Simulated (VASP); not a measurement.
Ge:

```
CELL_PARAMETERS angstrom
1.48805 -2.59469 0.00000
1.48805 2.59469 0.00000
0.00000 0.00000 4.72760
ATOMIC_POSITIONS crystal
Ge 0.33345 0.66655 0.25000
Ge 0.66655 0.33345 0.75000
```

This isn't the form of Ge at room conditions, which is diamond.

| Item | Value |
| --- | --- |
| Program | VASP 6.6.1 |
| Task | single point |
| Functional | PBE |
| Potentials or basis | VASP PAW PBE potentials, release 64 (Ge_d) |
| Cutoff | 900 eV |
| k mesh | 11 × 11 × 6 |
| Occupations | gaussian, width 0.02 eV |
| Spin | no spin polarisation |

On this cell: pressure 4.2 GPa; largest force 0.008 eV/Å; band gap on the k mesh none (metal or under the smearing width).

The same run follows on a disturbed copy (grid = ENCUT=900 k=11x11x6 ISMEAR=0 SIGMA=0.02 PREC=Accurate EDIFF=1e-08 LREAL=False ADDGRID=False LASPH=True; atoms moved at random, drawn with an rms of 0.1 Å):

```
CELL_PARAMETERS angstrom
1.48805 -2.59469 0.00000
1.48805 2.59469 0.00000
0.00000 0.00000 4.72760
ATOMIC_POSITIONS crystal
Ge 0.35929 0.67303 0.22562
Ge 0.66796 0.31296 0.75307
```

Problem. What does the disturbed cell give?

Solution. The energy (extrapolated to zero smearing) moves by +7.3 meV/atom; pressure 4.7 GPa; largest force 0.323 eV/Å; band gap on the k mesh none (metal or under the smearing width).

Forces on the atoms (eV/Å):
```
Ge  -0.011 -0.011  0.323
Ge   0.011  0.011 -0.323
```

Stress tensor (GPa, compression positive):
```
 2.72  0.08 -0.31
 0.08  1.96 -0.19
-0.31 -0.19  9.34
```
